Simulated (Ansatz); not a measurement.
# Sr: the cost of one run

Method: DFT PBE, scalar-relativistic, plane waves, PAW, in Ansatz 0.2.0.

1 further run of the same task is left out (set aside as unsound or not needed).

### 1 The system as given

It takes space group P6_3/mmc (No. 194, hexagonal). The conventional cell has a = 4.310 Å, b = 4.310 Å, c = 7.050 Å, α = 90.00°, β = 90.00°, γ = 120.00°. Around Sr (site symmetry -6m2) lie 12 Sr at 4.31 Å.

As a file:

```
CELL_PARAMETERS angstrom
4.31000 0.00000 0.00000
-2.15500 3.73257 0.00000
0.00000 0.00000 7.05000
ATOMIC_POSITIONS crystal
Sr 0.33333 0.66667 0.25000
Sr 0.66667 0.33333 0.75000
```

Source of the structure: the Crystallography Open Database.

### 7 Setting up the map

The energy is mapped over two homogeneous strains (x along [1 0 0], y along [1 2 0], z along [0 0 1] of the conventional cell).

The axes are (1) strain +e along x and -e along y: 5 values from −11.0 %; (2) strain +e along z and -e/2 along x and y: 5 values from −7.0 %.

Nothing else is relaxed (fractional coordinates fixed). Energies count from the relaxed crystal. Points are written as (first, second).

(The set-up runs are not shown.)

### 8 The run at (0.0 %, −7.0 %)

input.yaml reads:

```yaml
crystal:
  lattice:
    - [4.4171280632, 0.0, 0.0]
    - [-2.2085640316, 3.8253451145, 0.0]
    - [0.0, 0.0, 6.5223838647]
  atoms:
    - { symbol: Sr, position: [0.3333333333, 0.6666666667, 0.25] }
    - { symbol: Sr, position: [0.6666666667, 0.3333333333, 0.75] }
basis:
  ecutwfc: 420
kpoints:
  mp_grid: { grid: [12, 12, 6] }
hamiltonian:
  xc: pbe
scf:
  occupations: { method: gaussian, width: 0.15 }
output:
  forces: true
  stress: true
  eigenvalues: true
```

Started as:

```sh
$ ansatz run input.yaml --threads 1 --pin off --max-ram 2048MiB --backend cpu --events-out ev --progress --plain --runs-dir out
```

**Question.** How long does this run take on 1 thread of Arm Neoverse V1, shared host, and how much memory does it need?

About 6.1 s, with a peak of 0.37 GiB.
